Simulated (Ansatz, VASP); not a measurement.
Al in VASP and in Ansatz

```
Al
1.0
     2.81246    0.00000    0.00000
    -1.40623    2.43566    0.00000
     0.00000    0.00000    4.86685
Al
2
Direct
  0.31442 0.64697 0.24540
  0.66979 0.33912 0.75318
```

Change from the starting cell: atoms moved at random, drawn with an rms of 0.05 Å.

Alike in both runs: task single point; functional PBEsol; k mesh 11 × 11 × 6; occupations fermi-dirac, width 0.05 eV; no spin polarisation.

|  | VASP | Ansatz |
| --- | --- | --- |
| version | VASP 6.6.1 | Ansatz 0.2.0 |
| potentials or method | VASP PAW PBE potentials, release 64 (Al) | Ansatz PAW |
| plane-wave cutoff (eV) | 520 | 420 |
| valence electrons in the cell | 6 | 6 |

Ansatz gave:

- gap on the k mesh at the Fermi level (eV): none
- pressure (GPa): -1.2
- largest component of the traceless stress (GPa): 3.03
- rms of the force components (eV/Å): 0.077

**Question.** Estimate VASP's values.

**Answer.** gap on the k mesh at the Fermi level (eV): none; pressure (GPa): -1.2; largest component of the traceless stress (GPa): 3.05; rms of the force components (eV/Å): 0.077.

Atom by atom the forces differ by 0.001 eV/Å (rms over components). A gap of «none» marks a metal or a gap that the smearing closes.

Caveats: the PAW data sets were made with another functional, which shifts forces and pressure a little (VASP); the PAW data sets come from PBE, with cores solved anew for the run's functional, which leaves a small shift of forces and pressure (Ansatz).
